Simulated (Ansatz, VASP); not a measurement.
## One calculation of HfN, two programs

```xyz
2
Lattice="0.0000 2.2508 2.2508 2.2508 0.0000 2.2508 2.2508 2.2508 0.0000" Properties=species:S:1:pos:R:3 pbc="T T T"
Hf    0.0000    0.0000    0.0000
N     2.2508    2.2508    2.2508
```

Alike in both runs: functional PBEsol; k mesh 16 × 16 × 16; occupations gaussian, width 0.1 eV; no spin polarisation.

Ansatz relaxed the structure, and its values are those at the end. VASP's run is a single point on that final structure, the one shown.

|  | VASP | Ansatz |
| --- | --- | --- |
| version | VASP 6.6.1 | Ansatz 0.2.0 |
| potentials or method | VASP PAW PBE potentials, release 64 (Hf_pv, N) | scalar-relativistic, plane waves, PAW |
| plane-wave cutoff (eV) | 520 | 420 |
| valence electrons in the cell | 15 | 31 |

|  | VASP | Ansatz | Ansatz less VASP |
| --- | --- | --- | --- |
| gap on the k mesh at the Fermi level (eV) | none | none | - |
| pressure (GPa) | -2.2 | 0.0 | +2.18 |

A gap of «none» marks a metal or a gap that the smearing closes. The two sets of potentials don't hold the same shells in valence.

Caveats: the PAW data sets were made with another functional, which shifts forces and pressure a little (VASP). Spin-orbit coupling is left out, which matters for the levels of Hf.
